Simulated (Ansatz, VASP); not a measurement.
## Ru: VASP beside Ansatz

INCAR

```
ALGO = Normal
EDIFF = 1E-6
ENCUT = 520
ISIF = 2
ISMEAR = -1
LASPH = True
LCHARG = True
LELF = True
LREAL = False
LVHAR = True
LWAVE = False
NBANDS = 21
NELM = 60
PREC = Accurate
SIGMA = 0.05
```

File KPOINTS:

```
k-points
0
Gamma
  11 11 6
```

Contents of POSCAR:

```
Ru
1.0
    2.7588683749      0.0000000000      0.0000000000
   -1.3794341875      2.3892500984      0.0000000000
    0.0000000000      0.0000000000      4.3658801443
Ru
2
Direct
    0.6666666667      0.3333333333      0.7500000000
    0.3333333333      0.6666666667      0.2500000000
```

File input.yaml:

```yaml
crystal:
  lattice:
    - [2.7588683749, 0.0, 0.0]
    - [-1.3794341875, 2.3892500984, 0.0]
    - [0.0, 0.0, 4.3658801443]
  atoms:
    - { symbol: Ru, position: [0.6666666667, 0.3333333333, 0.75] }
    - { symbol: Ru, position: [0.3333333333, 0.6666666667, 0.25] }
kpoints:
  mp_grid: { grid: [11, 11, 6] }
scf:
  occupations: { method: fermi_dirac, width: 0.05 }
hamiltonian:
  xc: lda
  pseudopotentials: { kind: all_electron, lapw: { basis_error: 0.001 } }
output:
  forces: true
  stress: true
  eigenvalues: true
```

Change from the starting cell: volume scaled by 1.06.

Alike in both runs: task single point; functional LDA; k mesh 11 × 11 × 6; occupations fermi-dirac, width 0.05 eV; no spin polarisation.

|  | VASP | Ansatz |
| --- | --- | --- |
| version | VASP 6.6.1 | Ansatz 0.2.0 |
| potentials or method | VASP PAW LDA potentials, release 64 (Ru_pv) | all-electron LAPW, scalar-relativistic |
| plane-wave cutoff (eV) | 520 | see its input |

|  | VASP | Ansatz | Ansatz less VASP |
| --- | --- | --- | --- |
| gap on the k mesh at the Fermi level (eV) | none | none | - |
| pressure (GPa) | -27.0 | -27.6 | -0.56 |
| largest component of the traceless stress (GPa) | 1.18 | 1.24 | +0.056 |

A gap of «none» marks a metal or a gap that the smearing closes. Ansatz ran all-electron here, so the differences hold the error of VASP's frozen core and of both bases.

Caveats: so large a pressure means that the cell lies far from this level's equilibrium, or that cutoff or potentials fall short (VASP).
